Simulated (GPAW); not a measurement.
Runs of GPAW 26.7.0 on Cu2O (Cuprite). Symmetry: Pn-3m, No. 224, cubic system. The conventional cell has a = 4.260 Å, b = 4.260 Å, c = 4.260 Å, α = 90.00°, β = 90.00°, γ = 90.00°. Cu (site symmetry -3m) has 2 O at 1.84 Å as nearest neighbours. Around O (site symmetry -43m) lie 4 Cu at 1.84 Å. 

```csv
task,level,potentials or basis,k mesh,maxiter,band path,band points,eigensolver,other keys,gap on the mesh (eV),pressure (GPa)
band structure,LDA,"the program's PAW data sets (release 1.2.1) made for this functional, pw",5 × 5 × 5,150,"GXMGRX,MR",80,-,-,0.54,(b)
single point,PBE,"GPAW PAW data sets (gpaw-data 1.2.1), pw",10 × 10 × 10,50,-,-,-,"several, not listed",0.54,(a)
band structure,GLLB-SC,"the program's PAW data sets (release 1.2.1) made for this functional, pw",5 × 5 × 5,150,"GXMGRX,MR",80,-,-,1.09,-
band structure,PBEint,"PAW data sets generated in the run's folder for this functional, pw",5 × 5 × 5,150,"GXMGRX,MR",80,-,-,0.50,1.7
```

Alike in all rows: no spin polarisation; cell as given; cutoff (eV) 800; smearing fermi-dirac 0.05 eV.

Problem. Fill in the values left out.

Solution. (a) 5.3; (b) -7.0.

Caveats: with this Cu data set, volumes or pressures lay over 1.5 % or 2 GPa off other programs in two to four cells of ten (some runs); the GLLB-SC gap is the Kohn-Sham gap of the path plus the derivative discontinuity (some runs); a model potential gives levels but no total energy (some runs); an odd mesh through Γ misses points on the zone boundary, where band edges often lie (some runs).
